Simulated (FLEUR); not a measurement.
# 2 ML Co on Pd(111), fcc site, 3 substrate layers: which magnetic order is lowest, part 2 of 3

Aim: find out whether 2 ML Co on Pd(111), fcc site, 3 substrate layers carries moments, and which collinear order costs least.

FLEUR MaX-R8.1; LDA (VWN); all-electron FLAPW film, Dirac cores, scalar-relativistic bands. The settings are cheaper than careful work needs.

So far. Step 2 (Order 1, typed as ferro ++): After 95 cycles the largest moment stands at 1.90 μB.

## Step 3: Order 2, typed as antiferro +-

Another pattern of signs weighs the neighbour shells otherwise.

inp.xml reads:

```
<?xml version="1.0" encoding="UTF-8" standalone="no"?>
<fleurInput fleurInputVersion="0.39">
   <comment>
      Co2Pd3
   </comment>
   <calculationSetup>
      <cutoffs Kmax="3.66" Gmax="14.6" GmaxXC="14.6" numbands="0"/>
      <scfLoop itmax="120" minDistance="0.00002" maxIterBroyd="15" imix="Anderson" alpha="0.03" precondParam="0.0" spinf="2.0" sdNocoIR="T"/>
      <coreElectrons ctail="T" frcor="F" kcrel="0" coretail_lmax="0"/>
      <xcFunctional name="vwn" relativisticCorrections="F"/>
      <magnetism jspins="2"/>
      <soc l_soc="F" theta="0.0" phi="0.0" spav="F"/>
      <expertModes spex="0" secvar="F"/>
      <geometryOptimization l_f="F" forcealpha="1.0" forcemix="BFGS" epsdisp="0.00001" epsforce="0.00001"/>
      <ldaU l_linMix="F" mixParam="0.05" spinf="1.0"/>
   </calculationSetup>
   <cell>
      <bzIntegration valenceElectrons="82.0" mode="hist" fermiSmearingEnergy="0.00183747">
         <kPointListSelection listName="default-1"/>
         <xi:include xmlns:xi="http://www.w3.org/2001/XInclude" href="kpts.xml"> </xi:include>
      </bzIntegration>
      <xi:include xmlns:xi="http://www.w3.org/2001/XInclude" href="sym.xml"> </xi:include>
      <filmLattice scale="1.0" dVac="21.83" dTilda="24.33">
         <bravaisMatrixFilm>
            <row-1>    5.2019755482385133    -0.0000004337677346</row-1>
            <row-2>   -2.6009873984606005     4.5050431915226197</row-2>
         </bravaisMatrixFilm>
         <vacuumEnergyParameters vacuum="1" spinUp="-.25" spinDown="-.25"/>
         <vacuumEnergyParameters vacuum="2" spinUp="-.25" spinDown="-.25"/>
      </filmLattice>
   </cell>
   <atomSpecies>
      <species name="Palladium (Pd)" element="Pd" atomicNumber="46">
         <mtSphere radius="2.47" gridPoints="817" logIncrement="0.016"/>
         <atomicCutoffs lmax="10" lnonsphr="8"/>
         <electronConfig flipSpins="F">
            <coreConfig>(1s1/2) (2s1/2) (2p1/2) (2p3/2) (3s1/2) (3p1/2) (3p3/2) (4s1/2) (3d3/2) (3d5/2)</coreConfig>
            <valenceConfig>(4p1/2) (4p3/2) (5s1/2) (4d3/2) (4d5/2)</valenceConfig>
            <stateOccupation state="(5s1/2)" spinUp="0.500000" spinDown="0.500000"/>
            <stateOccupation state="(4d3/2)" spinUp="1.800000" spinDown="1.800000"/>
            <stateOccupation state="(4d5/2)" spinUp="2.700000" spinDown="2.700000"/>
         </electronConfig>
         <energyParameters s="5" p="5" d="4" f="4"/>
         <lo type="SCLO" l="1" n="4" eDeriv="0"/>
      </species>
      <species name="Cobalt (Co2.000" element="Co" atomicNumber="27">
         <mtSphere radius="2.24" gridPoints="741" logIncrement="0.016"/>
         <atomicCutoffs lmax="8" lnonsphr="6"/>
         <electronConfig flipSpins="F">
            <coreConfig>(1s1/2) (2s1/2) (2p1/2) (2p3/2)</coreConfig>
            <valenceConfig>(3s1/2) (3p1/2) (3p3/2) (4s1/2) (3d3/2) (3d5/2)</valenceConfig>
            <stateOccupation state="(3d3/2)" spinUp="1.5" spinDown="1.3"/>
            <stateOccupation state="(3d5/2)" spinUp="3.0" spinDown="1.2"/>
         </electronConfig>
         <energyParameters s="4" p="4" d="3" f="4"/>
         <lo type="SCLO" l="0" n="3" eDeriv="0"/>
         <lo type="SCLO" l="1" n="3" eDeriv="0"/>
      </species>
      <species name="Cobalt (Co-2.000" element="Co" atomicNumber="27">
         <mtSphere radius="2.24" gridPoints="741" logIncrement="0.016"/>
         <atomicCutoffs lmax="8" lnonsphr="6"/>
         <electronConfig flipSpins="F">
            <coreConfig>(1s1/2) (2s1/2) (2p1/2) (2p3/2)</coreConfig>
            <valenceConfig>(3s1/2) (3p1/2) (3p3/2) (4s1/2) (3d3/2) (3d5/2)</valenceConfig>
            <stateOccupation state="(3d3/2)" spinUp="1.3" spinDown="1.5"/>
            <stateOccupation state="(3d5/2)" spinUp="1.2" spinDown="3.0"/>
         </electronConfig>
         <energyParameters s="4" p="4" d="3" f="4"/>
         <lo type="SCLO" l="0" n="3" eDeriv="0"/>
         <lo type="SCLO" l="1" n="3" eDeriv="0"/>
      </species>
   </atomSpecies>
   <atomGroups>
      <atomGroup species="Palladium (Pd)">
         <filmPos label="                   1">.0000000000 .0000000000 -8.0464438391</filmPos>
         <force calculate="T" relaxXYZ="TTT"/>
      </atomGroup>
      <atomGroup species="Palladium (Pd)">
         <filmPos label="                   2">-1.000/3.000 1.000/3.000 -3.7990311703</filmPos>
         <force calculate="T" relaxXYZ="TTT"/>
      </atomGroup>
      <atomGroup species="Palladium (Pd)">
         <filmPos label="                   3">1.000/3.000 -1.000/3.000 .4483814985</filmPos>
         <force calculate="T" relaxXYZ="TTT"/>
      </atomGroup>
      <atomGroup species="Cobalt (Co2.000">
         <filmPos label="                   4">.0000000000 .0000000000 4.3996530371</filmPos>
         <force calculate="T" relaxXYZ="TTT"/>
      </atomGroup>
      <atomGroup species="Cobalt (Co-2.000">
         <filmPos label="                   5">-1.000/3.000 1.000/3.000 8.0464438391</filmPos>
         <force calculate="T" relaxXYZ="TTT"/>
      </atomGroup>
   </atomGroups>
   <output dos="F" band="F" slice="F">
      <bandDOS minEnergy="-.5*Htr" maxEnergy="0.5*Htr" sigma="0.015" storeEVData="T"/>
      <plotting iplot="0" polar="F">
         <plot TwoD="T" vec1="  1.0  0.0  0.0" vec2="  0.0  1.0  0.0" vec3="  0.0  0.0  1.0" zero="  0.0  0.0 -0.5" file="plot"/>
      </plotting>
      <moessbauerParams electricFieldGradient="F" isomerShift="F" coreHyperfine="F" valenceHyperfine="F"/>
   </output>
</fleurInput>
```

crystal.txt reads:

```
Co2Pd3
&input film=T cartesian=F /
2.75276691184  -0.00000022954  0.00000000000
-1.37638325713  2.38396619112  0.00000000000
0.00000000000  0.00000000000  1.00000000000
1.8897261246
1.0 1.0 1.0

5
46 0.00000000000  0.00000000000  -8.04644383913
46 0.66666666667  0.33333333333  -3.79903117033
46 0.33333333333  0.66666666667  0.44838149848
27 0.00000000000  0.00000000000  4.39965303714 : 2.000
27 0.66666666667  0.33333333333  8.04644383913 : -2.000

&kpt div1=8 div2=8 div3=1 gamma=T /
```

The run is started by

```console
OMP_NUM_THREADS=1 inpgen -f crystal.txt > inpgen.log  # inp.xml is then edited as shown
OMP_NUM_THREADS=1 mpirun -n 2 fleur_MPI > fleur.log
```

The program printed:

```text
[banner, memory and clock lines left out]
Welcome to FLEUR        (www.flapw.de)
      MaX-Release 8.1          (www.max-centre.eu)

 ========== k-point set info ==========
 Selected k-point list: default-1
 k-point list type: mesh
 8 x 8 x 1
 Number of k points: 10

 ------------Calculation Setup---------------------------
 Number of PE/node        :            2
 Number of OMP-threads    :            1
 k-points in parallel     :            2
 pe's per k-point         :            1
 No of k-point loops      :            5
 Eigenvalue solver        :       lapack
 Number of basis functions:          517
 Approximate size of matrices (H+S) per k-point:         0.008 GB
 Iteration:     1   Distance:      60.85498877 me/bohr^3
 Iteration:     2   Distance:     129.46705392 me/bohr^3
 Iteration:     3   Distance:      45.23040602 me/bohr^3
 Iteration:     4   Distance:      54.50305934 me/bohr^3
 Iteration:     5   Distance:      56.28805271 me/bohr^3
 Iteration:     6   Distance:      72.11390835 me/bohr^3
 Iteration:     7   Distance:      44.52154640 me/bohr^3
 Iteration:     8   Distance:      34.14712603 me/bohr^3
 Iteration:     9   Distance:      33.86892004 me/bohr^3
 Iteration:    10   Distance:      31.91209184 me/bohr^3
[... 93 iterations left out ...]
 Iteration:   104   Distance:       0.00014303 me/bohr^3
 Iteration:   105   Distance:       0.00015965 me/bohr^3
 Iteration:   106   Distance:       0.00029758 me/bohr^3
 Iteration:   107   Distance:       0.00018988 me/bohr^3
 Iteration:   108   Distance:       0.00004268 me/bohr^3
 Iteration:   109   Distance:       0.00014787 me/bohr^3
 Iteration:   110   Distance:       0.00014309 me/bohr^3
 Iteration:   111   Distance:       0.00003359 me/bohr^3
 Iteration:   112   Distance:       0.00002101 me/bohr^3
 Iteration:   113   Distance:       0.00001812 me/bohr^3

 ********************************************************************
 Run finished successfully
 Stop message:
   all done
 ********************************************************************

--- out.xml (last complete iteration) ---
<iteration numberForCurrentRun="  113" overallNumber="  113">
         [... left out ...]
         <bandgap value="0.0319115964" units="eV"/>
         <sumValenceSingleParticleEnergies value="-91.4516631115" units="Htr"/>
         <FermiEnergy value="-0.1843518011" units="Htr"/>
         <valenceDensity>
            <mtCharges spin="1">
               <mtCharge atomType="1" total="7.3710560" s="0.1757829" p="3.1008937" d="4.0745598" f="0.0149592"/>
               <mtCharge atomType="2" total="7.4573062" s="0.1802149" p="3.1411901" d="4.1085456" f="0.0208744"/>
               <mtCharge atomType="3" total="7.5185599" s="0.1929345" p="3.1481302" d="4.1505475" f="0.0205594"/>
               <mtCharge atomType="4" total="8.5849678" s="1.1783634" p="3.1417696" d="4.2538857" f="0.0086313"/>
               <mtCharge atomType="5" total="6.9402431" s="1.1719918" p="3.1015985" d="2.6601167" f="0.0050646"/>
            </mtCharges>
            <mtCharges spin="2">
               <mtCharge atomType="1" total="7.3510514" s="0.1753916" p="3.1022596" d="4.0536656" f="0.0149055"/>
               <mtCharge atomType="2" total="7.3421175" s="0.1827468" p="3.1432366" d="3.9889259" f="0.0208415"/>
               <mtCharge atomType="3" total="7.3037108" s="0.1936477" p="3.1551767" d="3.9280979" f="0.0206467"/>
               <mtCharge atomType="4" total="7.1349715" s="1.1698459" p="3.1357514" d="2.8183763" f="0.0085400"/>
               <mtCharge atomType="5" total="8.6877816" s="1.1780475" p="3.0995465" d="4.4040626" f="0.0047998"/>
            </mtCharges>
            <spinDependentCharge spin="1" total="41.0368010" interstitial="3.0754888" mtSpheres="37.8721329" vacuum1="0.0456828" vacuum2="0.0434965"/>
            <spinDependentCharge spin="2" total="40.9631992" interstitial="3.0665614" mtSpheres="37.8196329" vacuum1="0.0342160" vacuum2="0.0427889"/>
            <totalCharge value="82.0000002451"/>
         </valenceDensity>
         [... left out ...]
         <magneticMomentsInMTSpheres units="muBohr">
            <globalMagMoment atomType="1" vec="0.00000   0.00000   0.02000"/>
            <localMagMoment atomType="1" vec="0.00000   0.00000   0.02000"/>
            <globalMagMoment atomType="2" vec="0.00000   0.00000   0.11519"/>
            <localMagMoment atomType="2" vec="0.00000   0.00000   0.11519"/>
            <globalMagMoment atomType="3" vec="0.00000   0.00000   0.21485"/>
            <localMagMoment atomType="3" vec="0.00000   0.00000   0.21485"/>
            <globalMagMoment atomType="4" vec="0.00000   0.00000   1.45000"/>
            <localMagMoment atomType="4" vec="0.00000   0.00000   1.45000"/>
            <globalMagMoment atomType="5" vec="0.00000   0.00000  -1.74754"/>
            <localMagMoment atomType="5" vec="0.00000   0.00000  -1.74754"/>
         </magneticMomentsInMTSpheres>
         [... left out ...]
         <totalEnergy value="   -17909.2684260224" units="Htr">
            <sumOfEigenvalues value="   -10733.7633178629">
               <coreElectrons value="-10642.3116547514"/>
               <valenceElectrons value="-91.4516631115"/>
            </sumOfEigenvalues>
            <densityCoulombPotentialIntegral value="-28642.9466764210"/>
            <densityEffectivePotentialIntegral value="-29349.0450760663"/>
            <chargeDenXCDenIntegral value="-532.7570970838"/>
            <FockExchangeEnergyValence value="0.0000000000"/>
            <FockExchangeEnergyCore value="0.0000000000"/>
         [... left out ...]
            <tkbTimesEntropy value="0.0031971276"/>
            <freeEnergy value="-17909.2716231500"/>
            <extrapolationTo0K value="-17909.2700245862"/>
         </totalEnergy>
         <densityConvergence units="me/bohr^3">
            <chargeDensity spin="1" distance="0.0000092207"/>
            <chargeDensity spin="2" distance="0.0000117828"/>
            <overallChargeDensity distance="0.0000181182"/>
            <spinDensity distance="0.0000109289"/>
         </densityConvergence>
      </iteration>
```

Run time: 7.7 min. Hardware: 2 MPI ranks of Arm Neoverse V1, shared host; peak memory 0.35 GiB; 15 min of CPU time.

Spin moment in the muffin-tin sphere by atom:

```tsv
atom	spin moment in the muffin-tin sphere (μB)
Pd1	0.02
Pd2	0.12
Pd3	0.21
Co4	1.45
Co5	-1.75
```

Numbers from this step:

```
free energy                                                       : -487336.1075 eV
program's band gap on this mesh (in a metal only a level spacing) : 0.03191 eV
magnetization                                                     : 0.0736 μB
final state                                                       : antiferromagnetic
```

It lies 235 meV a seeded atom over the first start, and its largest moment is 1.75 μB against 1.90 μB.

## Step 4: Start 3: no spin polarisation

A spinless run gives the zero against which the gain from the moments is read.

inp.xml, as its differences from that of step 3:

```diff
@@ -10,3 +10,3 @@
       <xcFunctional name="vwn" relativisticCorrections="F"/>
-      <magnetism jspins="2"/>
+      <magnetism jspins="1"/>
       <soc l_soc="F" theta="0.0" phi="0.0" spav="F"/>
@@ -45,3 +45,3 @@
       </species>
-      <species name="Cobalt (Co2.000" element="Co" atomicNumber="27">
+      <species name="Cobalt (Co)" element="Co" atomicNumber="27">
          <mtSphere radius="2.24" gridPoints="741" logIncrement="0.016"/>
@@ -51,17 +51,4 @@
             <valenceConfig>(3s1/2) (3p1/2) (3p3/2) (4s1/2) (3d3/2) (3d5/2)</valenceConfig>
-            <stateOccupation state="(3d3/2)" spinUp="1.5" spinDown="1.3"/>
-            <stateOccupation state="(3d5/2)" spinUp="3.0" spinDown="1.2"/>
-         </electronConfig>
-         <energyParameters s="4" p="4" d="3" f="4"/>
-         <lo type="SCLO" l="0" n="3" eDeriv="0"/>
-         <lo type="SCLO" l="1" n="3" eDeriv="0"/>
-      </species>
-      <species name="Cobalt (Co-2.000" element="Co" atomicNumber="27">
-         <mtSphere radius="2.24" gridPoints="741" logIncrement="0.016"/>
-         <atomicCutoffs lmax="8" lnonsphr="6"/>
-         <electronConfig flipSpins="F">
-            <coreConfig>(1s1/2) (2s1/2) (2p1/2) (2p3/2)</coreConfig>
-            <valenceConfig>(3s1/2) (3p1/2) (3p3/2) (4s1/2) (3d3/2) (3d5/2)</valenceConfig>
-            <stateOccupation state="(3d3/2)" spinUp="1.3" spinDown="1.5"/>
-            <stateOccupation state="(3d5/2)" spinUp="1.2" spinDown="3.0"/>
+            <stateOccupation state="(3d3/2)" spinUp="1.400000" spinDown="1.400000"/>
+            <stateOccupation state="(3d5/2)" spinUp="2.100000" spinDown="2.100000"/>
          </electronConfig>
@@ -85,3 +72,3 @@
       </atomGroup>
-      <atomGroup species="Cobalt (Co2.000">
+      <atomGroup species="Cobalt (Co)">
          <filmPos label="                   4">.0000000000 .0000000000 4.3996530371</filmPos>
@@ -89,3 +76,3 @@
       </atomGroup>
-      <atomGroup species="Cobalt (Co-2.000">
+      <atomGroup species="Cobalt (Co)">
          <filmPos label="                   5">-1.000/3.000 1.000/3.000 8.0464438391</filmPos>
```

crystal.txt, as its differences from that of step 3:

```diff
@@ -12,4 +12,4 @@
 46 0.33333333333  0.66666666667  0.44838149848
-27 0.00000000000  0.00000000000  4.39965303714 : 2.000
-27 0.66666666667  0.33333333333  8.04644383913 : -2.000
+27 0.00000000000  0.00000000000  4.39965303714
+27 0.66666666667  0.33333333333  8.04644383913
```

The program printed:

```text
[banner, memory and clock lines left out]
Welcome to FLEUR        (www.flapw.de)
      MaX-Release 8.1          (www.max-centre.eu)

 ========== k-point set info ==========
 Selected k-point list: default-1
 k-point list type: mesh
 8 x 8 x 1
 Number of k points: 10

 [... set-up left out ...]
 Iteration:     1   Distance:      62.33994574 me/bohr^3
 Iteration:     2   Distance:     132.81323740 me/bohr^3
 Iteration:     3   Distance:      48.10270472 me/bohr^3
 Iteration:     4   Distance:      50.50158967 me/bohr^3
 Iteration:     5   Distance:      42.43579489 me/bohr^3
[...]
<FermiEnergy value="-0.1882737947" units="Htr"/>
         [... left out ...]
         <totalEnergy value="   -17909.2558203188" units="Htr">
            <sumOfEigenvalues value="   -10733.9511093342">
               <coreElectrons value="-10642.5820504752"/>
               <valenceElectrons value="-91.3690588591"/>
            </sumOfEigenvalues>
         [... left out ...]
            <freeEnergy value="-17909.2602618781"/>
            <extrapolationTo0K value="-17909.2580410984"/>
         </totalEnergy>
         <densityConvergence units="me/bohr^3">
            <chargeDensity spin="1" distance="0.0000092302"/>
         </densityConvergence>
      </iteration>
```

Run time: 2.2 min. Hardware: 2 MPI ranks; peak memory 0.22 GiB; 4.3 min of CPU time.

Numbers from this step:

```yaml
free_energy: -487335.7984 eV
program_s_band_gap_on_this_mesh_in_a_metal_only_a_level_spacing: 0.001587 eV
final_state: non-magnetic (no spin polarisation)
```

It lies 389 meV a seeded atom over the first start.

## Step 5: Ranking

Free energies are divided by the number of seeded atoms.

Orders:

```tsv
start	final state	typed order kept	energy over the lowest (meV a seeded atom)	largest sphere moment (μB)	net moment (μB a primitive cell)	mesh matched	CPU time (s)
ferro ++	ferromagnetic	yes	0	1.898	4.1	yes	778.8
antiferro +-	antiferromagnetic	yes	234.9	1.748	0.0736	yes	925.4
no spin polarisation	non-magnetic	-	389.5	0	0	yes	257.2
```

[end of part 2 of 3]

[Logs and program files are shortened in this print: banners, set-up blocks, solver, clock and traceback lines can be left out without a mark of their own.]

[Logs are printed without paths, hosts, clocks, repeated set-up lines and the standing remarks that a program may print on its own settings, such as how far it seeks lower states.]

[Hosts, paths, dates, database ids (printed as entryN), source tags and the programs' standing remarks are cut or masked in the printed files.]

[Where a cell is said to come from a database of computed structures, the database is the Materials Project.]
